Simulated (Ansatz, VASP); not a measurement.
## Rb in VASP and in Ansatz

The input INCAR:

```
  PREC = Accurate
  ENCUT = 520
  EDIFF = 1E-7
  ISMEAR = 0
  SIGMA = 0.15
  LREAL = False
  LASPH = True
  NELM = 80
  ALGO = Fast
  ISIF = 2
  LWAVE = False
  LCHARG = False
  GGA = PS
  NBANDS = 10
```

Contents of KPOINTS:

```
Automatic mesh
0
Gamma
  12 12 12
```

File POSCAR:

```
Rb
1.0
   -2.7498800000      2.8060000000      2.8060000000
    2.7498800000     -2.8060000000      2.8060000000
    2.7498800000      2.8060000000     -2.8060000000
Rb
1
Direct
    0.0000000000      0.0000000000      0.0000000000
```

Input for Ansatz:

```yaml
crystal:
  lattice:
    - [-2.74988, 2.806, 2.806]
    - [2.74988, -2.806, 2.806]
    - [2.74988, 2.806, -2.806]
  atoms:
    - { symbol: Rb, position: [0.0, 0.0, 0.0] }
basis:
  ecutwfc: 420
kpoints:
  mp_grid: { grid: [12, 12, 12] }
hamiltonian:
  xc: pbesol
scf:
  occupations: { method: gaussian, width: 0.15 }
output:
  forces: true
  stress: true
  eigenvalues: true
```

Change from the starting cell: strain -0.0200 x Voigt [1, 0, 0, 0, 0, 0], atoms carried along.

Alike in both runs: task single point; functional PBEsol; k mesh 12 × 12 × 12; occupations gaussian, width 0.15 eV; no spin polarisation.

|  | VASP | Ansatz |
| --- | --- | --- |
| version | VASP 6.6.1 | Ansatz 0.2.0 |
| potentials or method | VASP PAW PBE potentials, release 64 (Rb_sv) | scalar-relativistic, plane waves, PAW |
| plane-wave cutoff (eV) | 520 | 420 |
| valence electrons in the cell | 9 | 9 |

```tsv
	VASP	Ansatz	Ansatz less VASP
gap on the k mesh at the Fermi level (eV)	none	none	-
pressure (GPa)	0.0	0.0	0.00
```

A gap of «none» marks a metal or a gap that the smearing closes.

Caveats: the PAW data sets were made with another functional, which shifts forces and pressure a little (VASP).
